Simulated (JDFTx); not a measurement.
Crystal: ZrN.

```xyz
2
Lattice="0.0000 2.3000 2.3000 2.3000 0.0000 2.3000 2.3000 2.3000 0.0000" Properties=species:S:1:pos:R:3 pbc="T T T"
Zr    2.3000    2.3000    2.3000
N     0.0000    0.0000    0.0000
```

```yaml
Program: JDFTx 1.7.0 (patched build)
Task: single point
Functional: PBE
Potentials_or_basis: PseudoDojo-SR-PBE-0.5-standard
Cutoff: 1143 eV
Density_cutoff: 4572 eV
k_mesh: 10 × 10 × 10
Occupations: fermi-dirac, width 0.05 eV
Spin: no spin polarisation
```

On this cell: pressure -0.6 GPa; band gap on the k mesh none (metal or under the smearing width).

The same run follows on a disturbed copy (atoms moved at random, drawn with an rms of 0.05 Å):

```xyz
2
Lattice="0.0000 2.3000 2.3000 2.3000 0.0000 2.3000 2.3000 2.3000 0.0000" Properties=species:S:1:pos:R:3 pbc="T T T"
Zr    2.3046    2.2929    2.3075
N     0.0043    0.0157   -0.0095
```

**Question.** What does the disturbed cell give?

**Answer.** The energy (extrapolated to zero smearing) moves by +1.9 meV/atom; pressure -0.5 GPa; band gap on the k mesh none (metal or under the smearing width).

Stress tensor (GPa, compression positive):
```
-0.59  0.00  0.00
 0.00 -0.48  0.04
 0.00  0.04 -0.53
```
